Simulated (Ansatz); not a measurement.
Crystal: ZnS (Wurtzite-2H).

```
CELL_PARAMETERS angstrom
3.81100 0.00000 0.00000
-1.90550 3.30042 0.00000
0.00000 0.00000 6.23400
ATOMIC_POSITIONS crystal
Zn 0.66667 0.33333 0.50000
Zn 0.33333 0.66667 0.00000
S 0.66667 0.33333 0.88500
S 0.33333 0.66667 0.38500
```

| Property | Result |
| --- | --- |
| Program | Ansatz 0.2.0 |
| Task | relaxation of cell and atoms |
| Functional | revPBE |
| Potentials or basis | Ansatz PAW |
| Cutoff | 420 eV (not typed: the program's choice for these potentials) |
| k mesh | 8 × 8 × 5 |
| Occupations | fermi-dirac, width 0.05 eV |
| Spin | no spin polarisation |

At the start: volume 19.60 Å³/atom.

Problem. How do energy, volume and symmetry change on relaxing?

Solution. It ends after 5 steps and the volume is 20.74 Å³/atom (+5.8 %); space group P6_3mc (No. 186, to 0.05 Å).

Step by step:
```tsv
step	energy change (eV)	largest force (eV/Å)	volume (Å³)
1	0.0000	0.3240	78.41
2	-0.0552	0.2156	80.98
3	-0.0734	0.0667	82.90
4	-0.0744	0.0006	82.97
5	-0.0765	0.0006	82.97
```

Final structure:
```
Zn S
1.0
     3.88155    0.00000    0.00000
    -1.94078    3.36152    0.00000
     0.00000    0.00000    6.35884
Zn S
2 2
Direct
  0.66667 0.33333 0.50507
  0.33333 0.66667 0.00507
  0.66667 0.33333 0.87993
  0.33333 0.66667 0.37993
```

Caveat: the plane-wave basis is chosen anew once the cell has moved, so the energies of steps on either side of that aren't comparable; the PAW data sets come from PBE, with cores solved anew for the run's functional, which leaves a small shift of forces and pressure.
